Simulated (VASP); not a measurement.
# Nb5N4 in VASP: a series of runs, part 2 of 2

VASP 6.6.1. The steps go on from the part before.

### 3 Single point, LDA

This run uses another cell than the first one, of 15.94 Å³/atom, 0.827 times its volume.

INCAR reads:

```
SYSTEM = Nb5N4
PREC     = Accurate       ! precision mode
ENCUT    = 400            ! plane-wave cutoff, eV
EDIFF    = 1E-7           ! SCF threshold, eV
ISMEAR   = 1              ! smearing method
SIGMA    = 0.1            ! smearing width, eV
LREAL    = .False.        ! projectors in reciprocal space
LASPH    = .True.         ! aspherical terms in the spheres
NELM     = 120            ! most SCF steps
ALGO     = Normal         ! electronic algorithm
ISIF     = 2              ! what is computed and relaxed
LWAVE    = .False.        ! write WAVECAR
LCHARG   = .False.        ! write CHGCAR
LDIPOL   = .True.       
IDIPOL   = 3            
DIPOL    = 0.5 0.5 0.500
NBANDS   = 60             ! bands
LVHAR    = .True.       
LVACPOTAV= .True.
```

KPOINTS reads:

```
regular mesh
0
Gamma
  13 13 1
  0 0 0
```

POSCAR reads:

```
Nb5N4
1.0
    2.9399979705      0.0000000000      0.0000000000
   -1.4699989852      2.5461129295      0.0000000000
    0.0000000000      0.0000000000     19.1600000000
Nb N
5 4
Direct
    0.0000000000      0.0000000000      0.2087682672
    0.0000000000      0.0000000000      0.3543841336
    0.0000000000      0.0000000000      0.5000000000
    0.0000000000      0.0000000000      0.6456158664
    0.0000000000      0.0000000000      0.7912317328
    0.6666666667      0.3333333334      0.2815762004
    0.6666666667      0.3333333334      0.4271920668
    0.6666666667      0.3333333334      0.5728079332
    0.6666666667      0.3333333334      0.7184237996
```

Potentials or basis: VASP PAW LDA potentials, release 64 (Nb_sv, N).

Command:

```
$ cat potpaw_LDA.64/Nb_sv/POTCAR potpaw_LDA.64/N/POTCAR > POTCAR
$ mpirun -np 1 vasp_std > vasp.out
```

OUTCAR:

```text
SYSTEM = Nb5N4
   PREC = Accurate
   ENCUT = 400
   EDIFF = 1E-7
   ISMEAR = 1
   LREAL = .False.
   LASPH = .True.
   NELM = 120
   ISIF = 2

 Found     21 irreducible k-points:

 Following reciprocal coordinates:
            Coordinates               Weight
  0.000000  0.000000  0.000000      1.000000
  0.076923 -0.000000  0.000000      6.000000
  0.153846 -0.000000  0.000000      6.000000
  0.230769  0.000000  0.000000      6.000000
  0.307692 -0.000000  0.000000      6.000000
  0.384615 -0.000000  0.000000      6.000000
   k-points           NKPTS =     21   k-points in BZ     NKDIM =     21   number of bands    NBANDS=     60
   number of dos      NEDOS =    301   number of ions     NIONS =      9
   total plane-waves  NPLWV =  50400
   dimension x,y,z NGX =    20 NGY =   20 NGZ =  126
   dimension x,y,z NGXF=    40 NGYF=   40 NGZF=  252
   ions per type =               5   4
   NGX,Y,Z   is equivalent  to a cutoff of  11.31, 11.31, 10.93 a.u.
   NGXF,Y,Z  is equivalent  to a cutoff of  22.62, 22.62, 21.87 a.u.
 SYSTEM =  Nb5N4
   PREC   = accura    normal or accurate (medium, high low for compatibility)
   ISTART =      0    job   : 0-new  1-cont  2-samecut
   ICHARG =      2    charge: 1-file 2-atom 10-const
   ISPIN  =      1    spin polarized calculation?
   LNONCOLLINEAR =      F non collinear calculations
   LSORBIT =      F    spin-orbit coupling
   LASPH  =      T    aspherical Exc in radial PAW
   ENCUT  =  400.0 eV  29.40 Ry    5.42 a.u.   4.79  4.79 31.25*2*pi/ulx,y,z
   NELM   =    120;   NELMIN=  2; NELMDL= -5     # of ELM steps
   EDIFF  = 0.1E-06   stopping-criterion for ELM
   LREAL  =      F    real-space projection
   EDIFFG = 0.1E-05   stopping-criterion for IOM
   NSW    =      0    number of steps for IOM
   IBRION =     -1    ionic relax: 0-MD 1-quasi-New 2-CG
   NFREE  =      0    steps in history (QN), initial steepest desc. (CG)
   ISIF   =      2    stress and relaxation
   ISYM   =      2    0-nonsym 1-usesym 2-fastsym
   POTIM  = 0.5000    time-step for ionic-motion
   TEBEG  =    0.0;   TEEND  =   0.0 temperature during run
   PSTRESS=    0.0 pullay stress
   NELECT =      85.0000    total number of electrons
   NUPDOWN=      -1.0000    fix difference up-down
   EMIN   =  10.00;   EMAX   =-10.00  energy-range for DOS
   EFERMI =   0.00;   METHOD = LEGACY
   ISMEAR =     1;   SIGMA  =   0.10  broadening in eV -4-tet -1-fermi 0-gaus
   EFERMI_NEDOS =   21; number of points for ismear=-14 and -15
   IALGO  =     38    algorithm
   IMIX   =      4    mixing-type and parameters
     AMIX     =   0.40;   BMIX     =  1.00
     AMIX_MAG =   1.60;   BMIX_MAG =  1.00
  volume/ion in A,a.u.               =      15.94       107.54
  Fermi-wavevector in a.u.,A,eV,Ry     =   1.375122  2.598603 25.728061  1.890959
  Thomas-Fermi vector in A             =   2.500486
   LORBIT       =      0    0 simple, 1 ext, 2 COOP (PROOUT), +10 PAW based schemes
   GGA     = CA    functional components
   LHFCALC =     F    Hartree Fock is set to
   AEXX    =    0.0000 exact exchange contribution
   IVDW    =     0    specifies the selected vdW correction
   LEPSILON=     F    determine dielectric tensor
   LRPA    =     F    only Hartree local field effects (RPA)
 non-spin polarized calculation
 Methfessel and Paxton  Order N= 1 SIGMA  =   0.10
  energy-cutoff  :      400.00
  volume of cell :      143.42
 maximum number of plane-waves:      2631
 NGX is ok and might be reduce to    20
   NGX =  9   NGY =  9   NGZ = 63

 number of electron      84.9999992 magnetization

 dipolmoment           0.000000      0.000000     -0.000000 electrons x Angstroem

 Free energy of the ion-electron system (eV)
  ---------------------------------------------------
  ext. energy  EPLUGINS =         0.00000000
  ---------------------------------------------------
  free energy    TOTEN  =      -100.69848322 eV

  energy without entropy =     -100.70133712  energy(sigma->0) =     -100.69943452

 E-fermi :   7.6576     XC(G=0): -10.5947

 val. band max:        7.6451996662   @ k =   0.0769  -0.0000   0.0000
 cond. band min:       7.6795578535   @ k =   0.3846   0.2308   0.0000
 fundamental gap:      0.0343581873
 Fermi energy:         7.6576346883

 k-point     1 :       0.0000    0.0000    0.0000
  band No.  band energies     occupation
      1     -47.5115      2.00000
      2     -47.4780      2.00000
      3     -47.3810      2.00000
      4     -47.0668      2.00000
      5     -47.0667      2.00000
      6     -24.6055      2.00000
[... 46 lines left out ...]
     53       9.9514      0.00000
     54      10.8579      0.00000

 k-point     2 :       0.0769   -0.0000    0.0000
  band No.  band energies     occupation
      1     -47.5017      2.00000
      2     -47.4684      2.00000
      3     -47.3716      2.00000
      4     -47.0578      2.00000
      5     -47.0577      2.00000
      6     -24.5856      2.00000
[... 46 lines left out ...]
     53      10.3286      0.00000
     54      10.7894      0.00000

 k-point     3 :       0.1538   -0.0000    0.0000
  band No.  band energies     occupation
      1     -47.4745      2.00000
      2     -47.4417      2.00000
      3     -47.3456      2.00000
      4     -47.0328      2.00000
      5     -47.0326      2.00000
      6     -24.5307      2.00000
[... 46 lines left out ...]
     53      10.7581      0.00000
     54      10.8364      0.00000

 k-point     4 :       0.2308    0.0000    0.0000
  band No.  band energies     occupation
      1     -47.4358      2.00000
      2     -47.4037      2.00000
      3     -47.3085      2.00000
      4     -46.9972      2.00000
      5     -46.9971      2.00000
      6     -24.4519      2.00000
[... 46 lines left out ...]
     53      10.6512      0.00000
     54      11.0008      0.00000

 k-point     5 :       0.3077   -0.0000    0.0000
  band No.  band energies     occupation
      1     -47.3943      2.00000
      2     -47.3631      2.00000
      3     -47.2688      2.00000
      4     -46.9591      2.00000
      5     -46.9590      2.00000
      6     -24.3664      2.00000
[... 46 lines left out ...]
     53      10.4937      0.00000
     54      11.3523      0.00000

 k-point     6 :       0.3846   -0.0000    0.0000
  band No.  band energies     occupation
      1     -47.3597      2.00000
      2     -47.3291      2.00000
      3     -47.2357      2.00000
      4     -46.9273      2.00000
      5     -46.9272      2.00000
      6     -24.2945      2.00000
[... 46 lines left out ...]
     53      11.4172      0.00000
     54      11.7244      0.00000

 [... further k-points ...]

 [bands above 54 left out]

------------------------ aborting loop because EDIFF is reached ----------------------------------------

  FORCE on cell =-STRESS in cart. coord.  units (eV):
  Direction    XX          YY          ZZ          XY          YZ          ZX
  --------------------------------------------------------------------------------------
  -------------------------------------------------------------------------------------
  Total       -7.9684248     -7.9684248      3.6809423     -0.0000000      0.0000000     -0.0000000
  in kB      -89.0149317    -89.0149317     41.1196487     -0.0000000      0.0000000     -0.0000000
  external PRESSURE =     -45.6367382 kB  Pullay stress =       0.0000000 kB

 VOLUME and BASIS-vectors are now :
 -----------------------------------------------------------------------------
  energy-cutoff  :      400.00
  volume of cell :      143.42
      direct lattice vectors                 reciprocal lattice vectors
     2.939997970  0.000000000  0.000000000     0.340136289  0.196377778  0.000000000
    -1.469998985  2.546112930  0.000000000     0.000000000  0.392755556  0.000000000
     0.000000000  0.000000000 19.160000000     0.000000000  0.000000000  0.052192067

 POSITION                                       TOTAL-FORCE (eV/Angst)
 -----------------------------------------------------------------------------------
      0.00000      0.00000      4.00000         0.000000     -0.000000     -0.412785
      0.00000      0.00000      6.79000         0.000000     -0.000000     -0.474348
      0.00000      0.00000      9.58000        -0.000000     -0.000000      0.000000
      0.00000      0.00000     12.37000         0.000000     -0.000000      0.474348
      0.00000      0.00000     15.16000         0.000000     -0.000000      0.412785
      1.47000      0.84870      5.39500         0.000000     -0.000000      0.131109
      1.47000      0.84870      8.18500        -0.000000      0.000000      0.024500
      1.47000      0.84870     10.97500        -0.000000      0.000000     -0.024500
      1.47000      0.84870     13.76500         0.000000     -0.000000     -0.131109
 -----------------------------------------------------------------------------------
    total drift:                                0.000002     -0.000001      0.000000

  FREE ENERGIE OF THE ION-ELECTRON SYSTEM (eV)
  ---------------------------------------------------
  free  energy   TOTEN  =      -100.6984832224 eV

  energy  without entropy=     -100.7013371179  energy(sigma->0) =     -100.69943452
```

It took 2.1 min on 1 thread of Intel Xeon 6975P-C (Granite Rapids), shared host; peak memory 0.23 GiB.

The run converged, but some of its settings lie outside the range that counts as converged, so its numbers aren't taken as properties of the slab.

Results:

- Free energy: -100.6985 eV
- Largest force: 0.474 eV/Å
- Band gap on the k mesh: none (metal or under the smearing width)

Caveat: the cutoff is under 1.25 times the usual one of these potentials, so pressure, stress and relaxed cells hold a basis-set (Pulay) error.
